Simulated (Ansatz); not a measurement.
## What a trial cell of Zr relaxes into

These are results of DFT r2SCAN, scalar-relativistic, plane waves, PAW in Ansatz, not measurements. Cutoff 500 eV, Γ-centred k mesh, Gaussian smearing, no spin polarisation in the final step.

The start puts Zr on the alpha-gallium structure type (Cmce, No. 64), at a guessed volume.

```
Zr
1.0
     2.44348   -4.14125    0.00000
     2.44348    4.14125    0.00000
     0.00000    0.00000    4.89347
Zr
4
Cartesian
  2.4435 2.8782 0.3841
  2.4435 -1.2631 2.0626
  2.4435 -2.8782 4.5093
  2.4435 1.2631 2.8309
```

Steps on the 4×4×4 mesh (4 atoms). 12 of 12 steps are shown, and the free energy counts from the last. Trial steps that were taken back and renewals of the plane-wave basis can be among the rows.

| step | ΔF (meV/atom) | V (Å³/atom) | P (GPa) | largest force component (eV/Å) |
| --- | --- | --- | --- | --- |
| 1 | 969.0 | 24.76 | 5.00 | 0.190 |
| 2 | 858.8 | 26.04 | 1.52 | 0.714 |
| 3 | 626.5 | 26.21 | 0.76 | 0.988 |
| 4 | 345.4 | 25.92 | -0.42 | 0.748 |
| 5 | 126.0 | 25.05 | 0.71 | 0.407 |
| 6 | 25.4 | 24.65 | 1.36 | 0.076 |
| 7 | 12.8 | 25.48 | -2.42 | 0.484 |
| 8 | 7.3 | 24.98 | 1.06 | 0.312 |
| 9 | 3.3 | 25.05 | -0.08 | 0.013 |
| 10 | 0.3 | 25.05 | 0.00 | 0.012 |
| 11 | 0.0 | 25.07 | 0.01 | 0.000 |
| 12 | 0.0 | 25.07 | 0.01 | 0.001 |

A final relaxation ran on a 18×18×18 mesh. The relaxed crystal, Fmmm (No. 69):

```cif
data_structure
_symmetry_space_group_name_H-M 'Fmmm'
_symmetry_Int_Tables_number 69
_cell_length_a 4.0806
_cell_length_b 4.5739
_cell_length_c 10.7323
_cell_angle_alpha 90.000
_cell_angle_beta 90.000
_cell_angle_gamma 90.000
_cell_volume 200.31
loop_
_atom_site_label
_atom_site_type_symbol
_atom_site_symmetry_multiplicity
_atom_site_Wyckoff_symbol
_atom_site_fract_x
_atom_site_fract_y
_atom_site_fract_z
_atom_site_occupancy
Zr1 Zr 8 i 0.00000 0.00000 0.14876 1
```

```
Volume per atom                    : 25.04 Å³
Density                            : 6.05 g/cm³
Energy over the standard structure : 0.26 eV/atom
Gap on the 18×18×18 mesh           : 0 eV (a metal)
```

Energies count from the standard state of Zr at the same level.

The final run used a 18×18×18 mesh on its 2-atom cell and 0.10 eV smearing. For metals, differences of a few meV/atom aren't resolved.

Symmetry constrained the relaxation, so the result can be a saddle point.